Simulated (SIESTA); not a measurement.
# TiO2 under changes of volume

One of the cells (10.435 Å³/atom); the others are scaled copies at fixed shape and fractional positions:

```
CELL_PARAMETERS angstrom
4.59984 0.00000 0.00000
0.00000 4.59984 0.00000
0.00000 0.00000 2.95921
ATOMIC_POSITIONS crystal
Ti 0.00000 0.00000 0.50000
Ti 0.50000 0.50000 0.00000
O 0.30432 0.30432 0.50000
O 0.19568 0.80432 0.00000
O 0.80432 0.19568 0.00000
O 0.69568 0.69568 0.50000
```

The cell is a database's computed one.

* Program: SIESTA 5.4.2
* Functional: AM05
* Potentials or basis: PseudoDojo 0.4 standard (PBEsol files)
* Basis: DZP (energy shift 0.002 Ry)
* Grid cutoff: 800 Ry
* Energy shift: 0.002 Ry
* k mesh: 4 × 4 × 6
* Occupations: fermi-dirac, width 0.05 eV
* Spin: no spin polarisation

```csv
volume (Å³/atom),energy over the lowest point (meV/atom),pressure (GPa),gap on the mesh (eV),largest force (eV/Å)
9.809,31.96,17.1,1.81,0.282
10.018,13.83,10.8,1.76,0.163
10.227,?,?,?,?
10.435,0.00,0.1,1.67,0.051
10.644,2.90,-4.4,1.62,0.144
10.853,11.40,-8.5,1.58,0.236
11.062,24.97,-12.2,1.53,0.319
```

Task: What does the run at 10.227 Å³/atom give?

Result: Energy over the lowest point 3.42 meV/atom; pressure 5.2 GPa; gap on the mesh 1.71 eV; largest force 0.052 eV/Å.

Worked out: A Birch-Murnaghan fit of order 3 (a polynomial in V^(-2/3)) to the other rows has its minimum at 10.44 Å³/atom with B0 = V·E''(V) = 240 GPa and B' = 4.3 at fixed shape and positions, which overstates the stiffness. It gives 3.43 meV/atom at 10.227 Å³/atom, against the run's 3.42, and -dE/dV = 5.2 GPa, against 5.2. A straight line through the other rows of the gap, of slope -2.31 eV per unit of ln V (its deformation potential), gives 1.71 eV, against the run's 1.71.

Energies are extrapolated to zero smearing.

Caveats: semicore shells carry a single zeta, which can move pressures by several GPa and volumes by a few percent; the potentials were made for another functional, which shifts forces and pressure; the basis of atomic orbitals isn't converged, which shifts pressures, moduli and gaps.

A mesh can miss the band edges.
